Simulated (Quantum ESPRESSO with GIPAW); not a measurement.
# Al2O3: which site gives which 17O line?

The values are calculated: DFT, PBEsol, plane-wave PAW (pslibrary 1.0.0 recipes), scalar-relativistic, GIPAW shieldings (Quantum ESPRESSO with GIPAW, a patched development version). Shieldings are without the macroscopic shape term, which is common to all sites.

```
CELL_PARAMETERS angstrom
7.08994 0.00000 0.00000
0.00000 4.84693 0.00000
0.00000 0.00000 4.98540
ATOMIC_POSITIONS crystal
Al 0.10951 0.75216 0.03070
Al 0.89049 0.75216 0.46930
Al 0.39049 0.74784 0.53070
Al 0.60951 0.74784 0.96930
Al 0.89049 0.24784 0.96930
Al 0.10951 0.24784 0.53070
Al 0.60951 0.25216 0.46930
Al 0.39049 0.25216 0.03070
O 0.50000 0.54904 0.25000
O 0.00000 0.95096 0.75000
O 0.50000 0.45096 0.75000
O 0.00000 0.04904 0.25000
O 0.84625 0.60722 0.10214
O 0.15375 0.60722 0.39786
O 0.65375 0.89278 0.60214
O 0.34625 0.89278 0.89786
O 0.15375 0.39278 0.89786
O 0.84625 0.39278 0.60214
O 0.34625 0.10722 0.39786
O 0.65375 0.10722 0.10214
```

The cell is a computed entry of the Materials Project; it need not be the form that is stable at ambient conditions. The coordinates shown are those after relaxation (atoms relaxed).

The O sites:

```
site  atom no.  atoms in cell  site symmetry  surroundings     bonds (Å)
O(1)         9              4              2  bound to Al4  1.87 to 1.97
O(2)        13              8              1  bound to Al4  1.89 to 2.03
```

The lines, in order of position:

```
line  σ_iso (ppm)  relative area  span (ppm)  skew
   A        138.5              2        29.7  0.07
   B        130.6              1        30.1  0.28
```

Q: Assign the lines to the sites.

The calculated assignment is A is O(2) (bound to Al4); B is O(1) (bound to Al4). The areas settle A and B, whose multiplicities are unique.

[Banner, clock, file and message-heading lines were taken out of the pw.x and gipaw.x logs.]

[Logs are printed without paths, hosts, clocks, repeated set-up lines and the standing remarks that a program may print on its own settings, such as how far it seeks lower states.]

[Hosts, paths, dates, database ids (printed as entryN), source tags and the programs' standing remarks are cut or masked in the printed files.]
